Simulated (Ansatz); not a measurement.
Orbital-resolved density of states of Pd

```xyz
2
Lattice="2.7741 0.0000 0.0000 -1.3871 2.4025 0.0000 0.0000 0.0000 4.6263" Properties=species:S:1:pos:R:3 pbc="T T T"
Pd    0.0000    1.6017    1.1566
Pd    1.3871    0.8008    3.4697
```

Atom numbers follow the list: Pd1, Pd2.

The structure comes from a relaxation in the same program, started in the hcp type, and has space group P6_3/mmc. Whether it is a known phase or the ground state wasn't checked.

Spin polarisation is left out, and whether a magnetic state lies lower isn't shown here.

The calculation used Ansatz 0.2.0, DFT, PBE, all-electron LAPW, scalar-relativistic.

Sampling and basis: a Γ-centred 15×15×8 k mesh, Fermi–Dirac smearing of 0.08 eV, basis error target 0.25 meV/atom, no spin polarisation.

States per eV for one atom of each kind, in 0.4 eV bins named by their centres, from the Fermi level, projected on a minimal set of Löwdin-orthogonalised atomic shells; orbitals are real harmonics on the Cartesian axes, equal curves share a column, and empty bins are left out, as is all above 8.8 eV, near the top of the computed bands.

Pd1 4d:

```
# E all dz2 dxz=dyz dx2-y2=dxy
-5.9 0.01 0.00 0.00 0.00
-5.5 0.03 0.01 0.00 0.01
-5.1 0.14 0.04 0.02 0.03
-4.7 1.40 0.25 0.24 0.33
-4.3 2.02 0.42 0.41 0.39
-3.9 1.73 0.39 0.34 0.33
-3.5 1.86 0.39 0.33 0.41
-3.1 1.55 0.37 0.24 0.35
-2.7 2.24 0.53 0.42 0.44
-2.3 2.20 0.35 0.46 0.46
-1.9 2.38 0.43 0.53 0.45
-1.5 1.60 0.25 0.38 0.29
-1.1 1.50 0.25 0.34 0.28
-0.7 1.59 0.29 0.33 0.32
-0.3 2.58 0.48 0.64 0.42
0.1 1.58 0.41 0.20 0.38
0.5 0.12 0.02 0.03 0.02
0.9 0.08 0.02 0.01 0.02
1.3 0.06 0.01 0.01 0.01
1.7 0.05 0.01 0.01 0.01
2.1 0.04 0.01 0.01 0.01
2.5 0.03 0.01 0.01 0.01
2.9 0.03 0.01 0.00 0.01
3.3 0.02 0.00 0.00 0.00
3.7 0.02 0.00 0.00 0.00
4.1 0.01 0.00 0.00 0.00
4.5 0.01 0.00 0.00 0.00
4.9 0.01 0.00 0.00 0.00
5.3 0.01 0.00 0.00 0.00
5.7 0.01 0.00 0.00 0.00
```
